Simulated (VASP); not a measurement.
Runs of VASP 6.6.1 on ScAl3. Symmetry: Pm-3m, No. 221, cubic system. The conventional cell has a = 4.088 Å, b = 4.088 Å, c = 4.088 Å, α = 90.00°, β = 90.00°, γ = 90.00°. Sc (site symmetry m-3m) has 12 Al at 2.89 Å as nearest neighbours. Around Al (site symmetry 4/mmm) lie 4 Sc at 2.89 Å and 8 Al at 2.89 Å. The cell is a database's computed one.

```tsv
task	level	cell	cutoff (eV)	smearing	gap on the mesh (eV)	pressure (GPa)	relaxed volume (Å³/atom)
relaxation of cell and atoms	PBE+D3(BJ)	relaxed	600	fermi-dirac 0.05 eV	none	0.0	16.60
relaxation of cell and atoms	PBE+TS	relaxed	600	fermi-dirac 0.05 eV	none	0.0	15.76
relaxation of cell and atoms	PBE+D4	relaxed	600	fermi-dirac 0.05 eV	none	0.0	16.71
relaxation of cell and atoms	PBE+rVV10	relaxed	600	fermi-dirac 0.05 eV	none	0.0	17.19
relaxation of cell and atoms	PBEsol+D3	relaxed	600	fermi-dirac 0.05 eV	none	0.0	(c)
single point	PBE	as given	520	gaussian 0.026 eV	none	1.1	-
relaxation of cell and atoms	PBE+D3	relaxed	600	fermi-dirac 0.05 eV	none	0.0	(b)
relaxation of cell and atoms	PBEsol+D3(BJ)	relaxed	600	fermi-dirac 0.05 eV	none	0.0	(a)
```

Alike in all rows: potentials or basis VASP PAW PBE potentials, release 64 (Sc_sv, Al); no spin polarisation; k mesh 7 × 7 × 7.

Question: Estimate the missing entries.

Answer: (a) 16.25; (b) 16.80; (c) 16.49.

Caveats: pairwise dispersion overbinds metals, which lowers pressure and volume (some runs); the PAW data sets were made with another functional, which shifts forces and pressure a little (some runs); atom-pairwise D2, TS and ULG terms overbind metals (some runs).

A gap of «none» marks a metal or a gap under the smearing width.
